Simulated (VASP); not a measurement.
Runs of VASP 6.6.1 on Ag. The structure is cubic, space group Fm-3m (No. 225). Conventional cell: a = 4.085 Å, b = 4.085 Å, c = 4.085 Å, α = 90.00°, β = 90.00°, γ = 90.00°. Ag (site symmetry m-3m) is surrounded by 12 Ag at 2.89 Å. 

```csv
task,level,potentials or basis,cell,cutoff (eV),gap on the mesh (eV),pressure (GPa),relaxed volume (Å³/atom)
relaxation of cell and atoms,PBEsol+D3(BJ),"VASP PAW PBE potentials, release 64 (Ag)",relaxed,600,none,0.0,15.86
band structure,revTPSS,"VASP PAW PBE potentials, release 64 (Ag)",as given,520,-,-2.9,-
relaxation of cell and atoms,revPBE,"VASP PAW PBE potentials, release 64 (Ag)",relaxed,600,none,0.0,(b)
relaxation of cell and atoms,PBE+TS,"VASP PAW PBE potentials, release 64 (Ag)",relaxed,600,none,0.0,(a)
relaxation of cell and atoms,PBE,"VASP PAW PBE potentials, release 64 (Ag_GW)",relaxed,630,none,0.0,17.75
```

Alike in all rows: no spin polarisation; k mesh 11 × 11 × 11; smearing fermi-dirac 0.05 eV.

Estimate the missing entries.

(a) 16.77; (b) 18.37.

Caveats: the PAW data sets were made with another functional, which shifts forces and pressure a little (some runs); pairwise dispersion overbinds metals, which lowers pressure and volume (some runs); atom-pairwise D2, TS and ULG terms overbind metals (some runs).

A k mesh can miss the band edges, and the runs leave out spin-orbit coupling on Ag.

A gap of «none» marks a metal or a gap under the smearing width.

Not every run made on this cell is shown here.
